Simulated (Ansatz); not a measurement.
## TaN: frozen-core PAW against all-electron methods

```yaml
crystal:
  lattice:
    - [3.05000, 0.00000, 0.00000]
    - [-1.52500, 2.64138, 0.00000]
    - [0.00000, 0.00000, 4.84120]
  atoms:
    - { symbol: Ta, position: [0.33333, 0.66667, 0.00000] }
    - { symbol: Ta, position: [0.66667, 0.33333, 0.50000] }
    - { symbol: N, position: [0.33333, 0.66667, 0.38500] }
    - { symbol: N, position: [0.66667, 0.33333, 0.88500] }
```

Atom numbers follow the list: Ta1, Ta2, N3, N4.

Conventional cell: a = 3.050 Å, b = 3.050 Å, c = 4.841 Å, α = 90.00°, β = 90.00°, γ = 120.00°. Around Ta (atom 1) lie 4 N at 1.85 to 1.86 Å. N (atom 3) is surrounded by 4 Ta at 1.85 to 1.86 Å.

The geometry is COD entry 9008876, unchecked; take it as a test cell. The listed cell was then made from it by scaling, straining or moving an atom.

Spin–orbit coupling is left out, though it moves levels of the heavy atoms by tenths of an eV or more.

Levels of theory: DFT, LDA, PAW with Ansatz's default frozen-core files, scalar-relativistic (Ansatz 0.2.0); DFT, LDA, all-electron PAW with datasets made for the crystal, scalar-relativistic (Ansatz 0.2.0); DFT, LDA, all-electron LAPW, scalar-relativistic (Ansatz 0.2.0).

For PAW: a Γ-centred 9×9×5 k mesh, Fermi–Dirac smearing of 0.03 eV, cutoff 420 eV, no spin polarisation; the PAW files were made with PBE, and the program remakes their frozen cores for this functional. The crystal-made all-electron datasets (AE datasets) take a cutoff of 560 eV at this cell. LAPW targets a basis error of 1 meV/atom. The Ansatz runs share mesh, smearing and spin set-up. Plane-wave (PAW) pressures include the program's estimate of the Pulay term.

Stress and pressure are positive in compression.

No spin–orbit coupling: at heavy atoms the gradients can be off by tens of per cent for that reason.

In a metal, gradients converge slowly with the k mesh: the values move by tens of per cent from one mesh to another, at times in sign, so only the comparison on one mesh counts.

| quantity | PAW | AE datasets | LAPW |
| --- | --- | --- | --- |
| pressure (GPa) | 131.42 | 128.91 | 128.91 |
| stress xx (GPa) | 136.78 | 134.17 | 134.17 |
| stress zz (GPa) | 120.70 | 118.38 | 118.38 |
| force on Ta1, z (eV/Å) | 1.201 | 1.198 | 1.198 |
| force on N3, z (eV/Å) | -1.201 | -1.198 | -1.198 |
| field gradient Vzz at Ta1 (10²¹ V/m²) | 10.60 | 9.82 | – |
| field gradient Vzz at N3 (10²¹ V/m²) | 0.97 | 0.94 | – |

PAW's pressure differs from the LAPW value by +2.51 GPa.
